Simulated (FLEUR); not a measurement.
## EuO under changes of volume

One of the cells (17.013 Å³/atom); the others are scaled copies at fixed shape and fractional positions:

```
CELL_PARAMETERS angstrom
0.00000 2.57195 2.57195
2.57195 0.00000 2.57195
2.57195 2.57195 0.00000
ATOMIC_POSITIONS crystal
Eu 0.00000 0.00000 0.00000
O 0.50000 0.50000 0.50000
```

- Program: FLEUR MaX-R8.1 (later development tree)
- Functional: PBE
- Potentials or basis: all-electron
- Basis: FLAPW
- Kmax: 4.19 1/bohr
- k mesh: 9 × 9 × 9
- Occupations: fermi-dirac, width 0.05 eV
- Spin: collinear spin, ferromagnetic start
- Starting moments: [7.0, 0.0] μB

| volume (Å³/atom) | energy over the lowest point (meV/atom) | moment (μB per cell) |
| --- | --- | --- |
| 15.992 | ? | ? |
| 16.333 | 0.00 | 6.96 |
| 16.673 | 3.25 | 6.97 |
| 17.013 | 9.78 | 6.98 |
| 17.354 | 20.02 | 6.98 |
| 17.694 | 32.99 | 6.99 |
| 18.034 | 48.96 | 6.99 |

Q: What does the run at 15.992 Å³/atom give?

A: Energy over the lowest point 1.37 meV/atom; moment 6.95 μB per cell.

Worked out: A Birch-Murnaghan fit of order 3 (a polynomial in V^(-2/3)) to the other rows has its minimum at 16.22 Å³/atom, just outside them, with B0 = V·E''(V) = 88 GPa (rough, since the energies scatter). It gives 0.66 meV/atom at 15.992 Å³/atom, against the run's 1.37. A straight line through the other rows of the moment, of slope 0.0176 μB per Å³/atom, extrapolates to 6.96 μB, against the run's 6.95.

Energies are extrapolated to zero smearing.

Caveats: a cell with one magnetic atom can't hold antiferromagnetic order, which such compounds often take; without U or exact exchange the open f shell lies at the Fermi level, which spoils levels, moments and volumes.
